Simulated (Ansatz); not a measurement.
Runs of Ansatz 0.2.0 on Ru. The structure is hexagonal, space group P6_3/mmc (No. 194). The conventional cell has a = 2.706 Å, b = 2.706 Å, c = 4.282 Å, α = 90.00°, β = 90.00°, γ = 120.00°. Ru (site symmetry -6m2) has 12 Ru at 2.65 to 2.71 Å as nearest neighbours. 

```csv
task,level,spin,cell,k mesh,cutoff (eV),points for each segment of the path,gap on the mesh (eV),pressure (GPa),relaxed volume (Å³/atom)
band structure,LDA,off,as given,11 × 11 × 6,420,14,none,(a),-
relaxation of cell and atoms,BLYP+D4,off,relaxed,11 × 11 × 6,420,-,none,0.0,13.87
band structure,BLYP,off,as given,11 × 11 × 6,420,14,none,18.8,-
band structure,r2SCAN,off,as given,11 × 11 × 6,500,14,none,-2.0,-
relaxation of cell and atoms,RPBE,off,relaxed,11 × 11 × 6,420,-,-,0.0,(b)
relaxation of cell and atoms,revPBE,off,relaxed,11 × 11 × 6,420,-,-,0.0,13.91
band structure,revPBE,off,as given,11 × 11 × 6,420,14,none,7.8,-
band structure,PBEsol,"SOC, no magnetisation",as given,8 × 8 × 5,420,14,none,-6.6,-
relaxation of cell and atoms,BLYP,off,relaxed,11 × 11 × 6,420,-,none,0.0,(c)
band structure,RPBE,off,as given,11 × 11 × 6,420,14,none,9.0,-
```

Alike in all rows: potentials or basis Ansatz PAW; smearing fermi-dirac 0.05 eV.

Estimate the missing entries.

(a) -12.2; (b) 13.97; (c) 14.42.

Caveats: the PAW data sets come from PBE, with cores solved anew for the run's functional, which leaves a small shift of forces and pressure; the plane-wave basis is chosen anew once the cell has moved, so the energies of steps on either side of that aren't comparable (some runs); pairwise dispersion overbinds metals, which lowers pressure and volume (some runs); so large a pressure means that the cell lies far from this level's equilibrium, or that cutoff or potentials fall short (some runs).

A k mesh can miss the band edges, and rows without SOC leave out spin-orbit coupling on Ru.

A gap of «none» marks a metal or a gap under the smearing width.

Runs at the PBE level aren't shown here.
